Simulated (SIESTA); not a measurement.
Here is a SIESTA 5.4.2 calculation.

Contents of Ag.fdf:

```
SystemName                      Silver
SystemLabel                     Ag
NumberOfSpecies                 1
NumberOfAtoms                   1
%block ChemicalSpeciesLabel
  1  47 Ag
%endblock ChemicalSpeciesLabel

LatticeConstant                 1.0 Ang
%block LatticeVectors
     0.0000000000     2.0427500000     2.0427500000
     2.0427500000     0.0000000000     2.0427500000
     2.0427500000     2.0427500000     0.0000000000
%endblock LatticeVectors
AtomicCoordinatesFormat         Fractional
%block AtomicCoordinatesAndAtomicSpecies
     0.0000000000     0.0000000000     0.0000000000  1  Ag
%endblock AtomicCoordinatesAndAtomicSpecies

%block kgrid.MonkhorstPack
    8   0   0  0.0
    0   8   0  0.0
    0   0   8  0.0
%endblock kgrid.MonkhorstPack
XC.Functional                   GGA
XC.Authors                      PBEsol
PAO.BasisSize                   TZP
PAO.EnergyShift                 0.002 Ry
Mesh.Cutoff                     800 Ry
Spin                            spin-orbit
%block DM.InitSpin
    1   0.000     0.00     0.00
%endblock DM.InitSpin
WriteOrbMom                     true
OccupationFunction              FD
ElectronicTemperature           0.05 eV
MaxSCFIterations                120
SCF.MustConverge                false
SCF.Mixer.Method                Pulay
SCF.Mixer.Weight                0.25
SCF.Mixer.History               8
SCF.DM.Tolerance                5.0e-05
SCF.H.Tolerance                 1.0e-03 eV
WriteForces                     true
Charge.Mulliken                 end
BandLinesScale                  ReciprocalLatticeVectors
%block BandLines
    1    0.000000   0.000000   0.000000  \Gamma
   12    0.500000   0.000000   0.500000  X
    6    0.500000   0.250000   0.750000  W
    4    0.375000   0.375000   0.750000  K
   13    0.000000   0.000000   0.000000  \Gamma
   11    0.500000   0.500000   0.500000  L
    8    0.625000   0.250000   0.625000  U
    4    0.500000   0.250000   0.750000  W
    9    0.500000   0.500000   0.500000  L
    8    0.375000   0.375000   0.750000  K
    1    0.625000   0.250000   0.625000  U
    4    0.500000   0.000000   0.500000  X
%endblock BandLines
```

Potentials or basis: PseudoDojo 0.4 standard (PBEsol files, fully relativistic), TZP (energy shift 0.002 Ry).

Run with:

```sh
$ siesta Ag.fdf > Ag.out 2>&1
```

Q: What does it give for the band gap on the k mesh?

A: None (metal or under the smearing width).

Q: What does it give for the net moment?

A: 0.00 μB per cell.

Q: What does it give for the pressure?

A: -1.9 GPa.

Levels at the corners of the path, in eV from the Fermi level:
```csv
point,band 14,band 15,band 16,band 17,band 18,band 19,band 20,band 21,band 22,band 23
Γ,-4.81,-4.42,-4.42,-3.52,-3.52,-3.52,-3.52,26.13,26.13,26.13
X,-2.88,-2.71,-2.71,-2.38,-2.38,1.83,1.83,7.46,7.46,12.09
W,-4.82,-3.53,-3.53,-2.57,-2.57,6.02,6.02,6.40,6.40,7.62
K,-3.92,-3.36,-3.36,-2.82,-2.82,4.51,4.51,5.67,5.67,7.71
Γ,-4.81,-4.42,-4.42,-3.52,-3.52,-3.52,-3.52,26.13,26.13,26.13
L,-4.47,-2.88,-2.88,-2.66,-2.66,-0.22,-0.22,3.80,3.80,21.88
U,-3.92,-3.36,-3.36,-2.82,-2.82,4.51,4.51,5.67,5.67,7.71
W,-4.82,-3.53,-3.53,-2.57,-2.57,6.02,6.02,6.40,6.40,7.62
L,-4.47,-2.88,-2.88,-2.66,-2.66,-0.22,-0.22,3.80,3.80,21.88
K,-3.92,-3.36,-3.36,-2.82,-2.82,4.51,4.51,5.67,5.67,7.71
U,-3.92,-3.36,-3.36,-2.82,-2.82,4.51,4.51,5.67,5.67,7.71
X,-2.88,-2.71,-2.71,-2.38,-2.38,1.83,1.83,7.46,7.46,12.09
```

Caveat: semicore shells carry a single zeta, which can move pressures by several GPa and volumes by a few percent; the basis of atomic orbitals isn't converged, which shifts pressures, moduli and gaps.
